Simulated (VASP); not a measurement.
Li2S:

```
Li S
1.0
     0.00000    2.84450    2.84450
     2.84450    0.00000    2.84450
     2.84450    2.84450    0.00000
Li S
2 1
Direct
  0.25000 0.25000 0.25000
  0.75000 0.75000 0.75000
  0.00000 0.00000 0.00000
```

| Item | Value |
| --- | --- |
| Program | VASP 6.6.1 |
| Task | relaxation of cell and atoms |
| Functional | LDA |
| Potentials or basis | VASP PAW LDA potentials, release 64 (Li_sv, S) |
| Cutoff | 600 eV |
| k mesh | 8 × 8 × 8 |
| Occupations | gaussian, width 0.03 eV |
| Spin | no spin polarisation |

At the start: pressure -2.7 GPa; volume 15.34 Å³/atom.

Task: How do energy, volume and symmetry change on relaxing?

Result: Over 3 steps the energy falls by 9.1 meV/atom and the volume is 14.37 Å³/atom (-6.4 %); space group Fm-3m (No. 225, to 0.05 Å).

The path:
| step | energy change (eV) | largest force (eV/Å) | pressure (GPa) | volume (Å³) |
| --- | --- | --- | --- | --- |
| 1 | 0.0000 | 0.0000 | -2.72 | 46.03 |
| 2 | -0.0218 | 0.0000 | -1.30 | 44.32 |
| 3 | -0.0272 | 0.0000 | -0.10 | 43.11 |

Final structure:
```
CELL_PARAMETERS angstrom
0.00000 2.78293 2.78293
2.78293 0.00000 2.78293
2.78293 2.78293 0.00000
ATOMIC_POSITIONS crystal
Li 0.25000 0.25000 0.25000
Li 0.75000 0.75000 0.75000
S 0.00000 0.00000 0.00000
```

Caveat: the cutoff is under 1.25 times the usual one of these potentials, so pressure, stress and relaxed cells hold a basis-set (Pulay) error.
